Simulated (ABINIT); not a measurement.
The system is SiO2.

```xyz
12
Lattice="5.0691 0.0000 0.0000 -2.5345 4.3899 0.0000 0.0000 0.0000 8.5585" Properties=species:S:1:pos:R:3 pbc="T T T"
Si    0.0000    2.9266    3.7411
Si    0.0000    2.9266    0.5381
Si    2.5345    1.4633    4.8174
Si    2.5345    1.4633    8.0204
O     2.1354    0.0000    0.0000
O     0.0000    2.9266    2.1396
O     2.5345    1.4633    6.4189
O    -1.4668    2.5406    4.2792
O     1.4668    2.5406    0.0000
O     2.9337    0.0000    4.2792
O     1.0677    1.8493    4.2792
O    -1.0677    1.8493    0.0000
```

The cell comes from a database or a generator and needn't be the stable form of this composition.

| Item | Value |
| --- | --- |
| Program | ABINIT 10.8.3 (patched build) |
| Task | single point |
| Functional | PBE |
| Potentials or basis | JTH PAW PBE v2.0 |
| Cutoff | 626 eV |
| k mesh | 6 × 6 × 3 |
| Occupations | fermi-dirac, width 0.05 eV |
| Spin | no spin polarisation |

On this cell: pressure 2.4 GPa; largest force 0.130 eV/Å; band gap on the k mesh 5.60 eV, indirect (least direct gap 5.62 eV).

The same run follows on a disturbed copy (atoms moved at random, drawn with an rms of 0.05 Å):

```xyz
12
Lattice="5.0691 0.0000 0.0000 -2.5345 4.3899 0.0000 0.0000 0.0000 8.5585" Properties=species:S:1:pos:R:3 pbc="T T T"
Si    0.0193    2.9384    3.7274
Si    0.0140    2.9771    0.5386
Si    2.5264    1.4308    4.7882
Si    2.4962    1.4365    7.9850
O     2.0745   -0.0199   -0.0108
O     0.0199    2.9765    2.1635
O     2.5398    1.4351    6.4549
O    -1.4468    2.5714    4.3153
O     1.4406    2.5665    0.0045
O     2.9275   -0.0256    4.2556
O     1.0535    1.8841    4.2331
O    -1.0727    1.8300    0.0281
```

Q: What does the disturbed cell give?

A: The energy moves by +40.5 meV/atom; pressure 2.7 GPa; largest force 4.403 eV/Å; band gap on the k mesh 5.38 eV, indirect (least direct gap 5.40 eV).

Forces on the atoms (eV/Å):
```
Si  -1.771 -0.522 -0.049
Si  -1.621 -2.246  0.746
Si   0.281  1.433  0.814
Si   0.930  1.250  3.677
O   -0.365  1.446 -0.436
O   -0.104  0.043 -1.904
O   -0.219 -0.086 -4.397
O   -0.970 -0.932  0.266
O    1.556 -0.757 -0.742
O    0.501  2.107  0.888
O    2.268 -1.921  1.188
O   -0.485  0.185 -0.052
```

Stress tensor (GPa, compression positive):
```
-0.39 -2.43 -0.26
-2.43  4.33 -0.65
-0.26 -0.65  4.31
```

Caveats: an odd mesh through Γ misses points on the zone boundary, where band edges often lie; the atomic spheres overlap.
